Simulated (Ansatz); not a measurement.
**Sensitivity of the gradients in HfO₂ to the input**

This input was run with Ansatz:

```yaml
crystal:
  lattice:
    - [5.118, 0.0, 0.0]
    - [0.0, 5.1857, 0.0]
    - [-0.8586630598, 0.0, 5.2138671406]
  atoms:
    - { symbol: Hf, position: [0.2767007924, 0.0418823965, 0.2081292278] }
    - { symbol: Hf, position: [0.7232992076, 0.5418823965, 0.2918707722] }
    - { symbol: Hf, position: [0.7232992076, 0.9581176035, 0.7918707722] }
    - { symbol: Hf, position: [0.2767007924, 0.4581176035, 0.7081292278] }
    - { symbol: O, position: [0.4465502658, 0.7583828167, 0.4802714331] }
    - { symbol: O, position: [0.5534497342, 0.2583828167, 0.0197285669] }
    - { symbol: O, position: [0.5534497342, 0.2416171833, 0.5197285669] }
    - { symbol: O, position: [0.4465502658, 0.7416171833, 0.9802714331] }
    - { symbol: O, position: [0.0726418157, 0.3392507188, 0.3389490721] }
    - { symbol: O, position: [0.9273581843, 0.8392507188, 0.1610509279] }
    - { symbol: O, position: [0.9273581843, 0.6607492812, 0.6610509279] }
    - { symbol: O, position: [0.0726418157, 0.1607492812, 0.8389490721] }
kpoints:
  mp_grid: { grid: [3, 3, 3] }
scf:
  occupations: { method: fermi_dirac, width: 0.02 }
  n_extra_bands: 32
hamiltonian:
  xc: pbe
  pseudopotentials: { kind: paw }
output:
  forces: true
  stress: true
  populations: true
  efg:
    quadrupole_moments_barn: { Hf: 3.365, O: -0.02558 }
    contact_densities: true
total_charge: 1
```

```sh
ansatz run input.yaml --threads 1 --pin off --max-ram 3072MiB --backend cpu --events-out ev --progress --plain --runs-dir out
```

It converged. Of its output the block on the nuclei alone is shown, without the SCF iterations, energies, forces and stress (one atom of each set):

```
--- PAW observables at the nuclei: V_zz in 10²¹ V/m², potentials from the cell's mean, atoms counted from 1 ---
  atom   1  Hf V_zz =   +11.983564   η = 0.2792   by run symmetry: allowed   C_q = +975.0467 MHz
            electrostatic potential = -14179.535928 V   contact ρ = 7528568.093748 e/Å³
  atom   5  O  V_zz =    +1.080196   η = 0.9105   by run symmetry: allowed   C_q = -0.6681 MHz
            electrostatic potential = -629.819560 V   contact ρ = 2156.562216 e/Å³
  atom   9  O  V_zz =    +2.217790   η = 0.0516   by run symmetry: allowed   C_q = -1.3718 MHz
            electrostatic potential = -629.927343 V   contact ρ = 2157.187266 e/Å³
```

Q: Can these gradients be trusted, and how do they compare with a run on standard settings?

A: Not as converged values. Against the standard input the change is `total_charge`: not typed → 1; `scf.n_extra_bands`: not typed → 32; `kpoints.mp_grid.grid`: [4, 4, 4] → [3, 3, 3]. A site carries the number of its first atom; V_zz in 10²¹ V/m².

| site | V_zz standard | η standard | V_zz here | η here |
| --- | --- | --- | --- | --- |
| Hf | 12.69 | 0.15 | 11.98 | 0.28 |
| O5 | 1.07 | 1.00 | 1.08 | 0.91 |
| O9 | -1.32 | 0.88 | 2.22 | 0.05 |

The largest change of V_zz is on O9, from -1.32 to 2.22. In per cent, |V_zz| changes by -6 on Hf (all sites that start above 2). Where |V_zz| stays above 0.1, η moves most on O9, from 0.88 to 0.05. V_zz changes sign on O9 (axis turned by 15°). The changed cell holds a charge of +1 on a uniform background, so it isn't the neutral crystal. It has an odd number of electrons and no spin polarisation, so the extra carrier is shared by both spins and spread out, where a real one carries spin and can localise. At these positions, which the reference run relaxed to, the changed run has forces up to 0.7 eV/Å, so its atoms aren't at their own equilibrium. The gap no longer holds the Fermi energy in the changed run, so its gradients also hang on the k-mesh and the smearing. In the changed run the k-mesh is coarser than the standard one, so its values aren't converged ones.

On the reference run: At this cell the principal stresses reach 5 GPa in size with PBE, which can matter for small gradients. Without spin–orbit coupling the gradients at and beside Hf can be off by some per cent, at some sites by more.
